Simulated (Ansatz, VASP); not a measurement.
# Ca: VASP beside Ansatz

Contents of INCAR:

```
PREC = Accurate ; ENCUT = 520
EDIFF = 1E-6 ; ISMEAR = 0
SIGMA = 0.1 ; LREAL = False
LASPH = True ; NELM = 100
ALGO = Normal ; ISIF = 2
LWAVE = False ; LCHARG = False
GGA = PE ; NBANDS = 11
```

The input KPOINTS:

```
Automatic mesh
0
Gamma
  12 12 12
```

File POSCAR:

```
Ca
1.0
    3.6187134484      0.1395462536      0.1395462536
    0.1395462536      3.6187134484      0.1395462536
    0.1395462536      0.1395462536      3.6187134484
Ca
1
Direct
    0.0000000000      0.0000000000      0.0000000000
```

Input for Ansatz:

```yaml
crystal:
  lattice:
    - [3.6187134484, 0.1395462536, 0.1395462536]
    - [0.1395462536, 3.6187134484, 0.1395462536]
    - [0.1395462536, 0.1395462536, 3.6187134484]
  atoms:
    - { symbol: Ca, position: [0.0, 0.0, 0.0] }
basis:
  ecutwfc: 420
kpoints:
  mp_grid: { grid: [12, 12, 12] }
hamiltonian:
  xc: pbe
scf:
  occupations: { method: gaussian, width: 0.1 }
output:
  forces: true
  stress: true
  eigenvalues: true
```

Alike in both runs: task single point; functional PBE; k mesh 12 × 12 × 12; occupations gaussian, width 0.1 eV; no spin polarisation.

|  | VASP | Ansatz |
| --- | --- | --- |
| version | VASP 6.6.1 | Ansatz 0.2.0 |
| potentials or method | VASP PAW PBE potentials, release 64 (Ca_sv) | scalar-relativistic, plane waves, PAW |
| plane-wave cutoff (eV) | 520 | 420 |
| valence electrons in the cell | 10 | 10 |

|  | VASP | Ansatz | Ansatz less VASP |
| --- | --- | --- | --- |
| gap on the k mesh at the Fermi level (eV) | none | none | - |
| pressure (GPa) | -0.8 | -0.8 | +0.01 |
| largest component of the traceless stress (GPa) | 0.58 | 0.58 | 0.000 |

A gap of «none» marks a metal or a gap that the smearing closes.
